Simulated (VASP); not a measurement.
# GaP: GW0, energies updated in G, by functional

GaP, F-43m (no. 216), 2 atoms in the cell.

| Functional | Quasiparticle gap on the mesh (eV) | Gap of the starting point on the mesh (eV) | Quasiparticle gap at the zone centre (eV) | Starting gap at the zone centre (eV) | Correction of the gap between the band edges on the mesh (eV) | Time (s) |
|---|---|---|---|---|---|---|
| LDA | 2.21 | 1.46 | 2.77 | 1.62 | 0.75 | 135 |
| PBE | 2.24 | 1.63 | 2.86 | 1.82 | 0.62 | 128 |
| PBEsol | 2.24 | 1.48 | 2.83 | 1.74 | 0.76 | 139 |
| HSE06 | 2.47 | 2.33 | 3.18 | 2.85 | 0.14 | 380 |
| PBE0 | 2.62 | 3.04 | 3.34 | 3.57 | -0.42 | 370 |
| B3LYP | 2.51 | 2.93 | 3.23 | 3.12 | -0.41 | 383 |

Limits: the mesh is coarse: the screening isn't converged, and the gap may still move by about 0.1 eV.

## Input of the first row

INCAR.step1:
```
SYSTEM = GaP
PREC = Accurate ; ENCUT = 500
ISMEAR = 0 ; SIGMA = 0.05
LASPH = .TRUE. ; LREAL = .FALSE.
GGA = CA ; ALGO = Normal
EDIFF = 1E-8 ; NELM = 150
LWAVE = .TRUE. ; LCHARG = .FALSE.
KPAR = 4
```

INCAR.step2, as INCAR.step1 but for:
```
- ALGO = Normal
- NELM = 150
+ ALGO = Exact
+ NELM = 1
+ ISTART = 1
+ NBANDS = 192
+ LOPTICS = .TRUE.
```

INCAR.step3:
```
SYSTEM = GaP
PREC = Accurate ; ENCUT = 500
ISMEAR = 0 ; SIGMA = 0.05
LASPH = .TRUE. ; LREAL = .FALSE.
GGA = CA ; ALGO = EVGW0
NBANDS = 192 ; NBANDSGW = 17
ENCUTGW = 160 ; NOMEGA = 48
PRECFOCK = Fast ; ISTART = 1
LWAVE = .FALSE. ; LCHARG = .FALSE.
NELMGW = 4 ; KPAR = 4
```

KPOINTS:
```
k-points
0
Gamma
  4 4 4
```

POSCAR:
```
GaP
1.0
    0.0000000000      2.7252500000      2.7252500000
    2.7252500000      0.0000000000      2.7252500000
    2.7252500000      2.7252500000      0.0000000000
Ga P
1 1
Direct
    0.0000000000      0.0000000000      0.0000000000
    0.7500000000      0.7500000000      0.7500000000
```

Commands (each step's output is kept before the next begins):
```
cat potpaw_LDA.64/Ga_d_GW/POTCAR potpaw_LDA.64/P_GW/POTCAR > POTCAR
cp INCAR.step1 INCAR
mpirun -np 4 vasp_std > vasp.out
cp INCAR.step2 INCAR
mpirun -np 4 vasp_std > vasp.out
cp INCAR.step3 INCAR
mpirun -np 4 vasp_std > vasp.out
```

Changes of row 3 against the first:
```
(all steps)
- GGA = CA
+ GGA = PS
- cat potpaw_LDA.64/Ga_d_GW/POTCAR potpaw_LDA.64/P_GW/POTCAR > POTCAR
+ cat potpaw_PBE.64/Ga_d_GW/POTCAR potpaw_PBE.64/P_GW/POTCAR > POTCAR
```

VASP 6.6.1 took 135 s on 4 cores (AMD EPYC 9R45 (Zen 5)), a shared host.
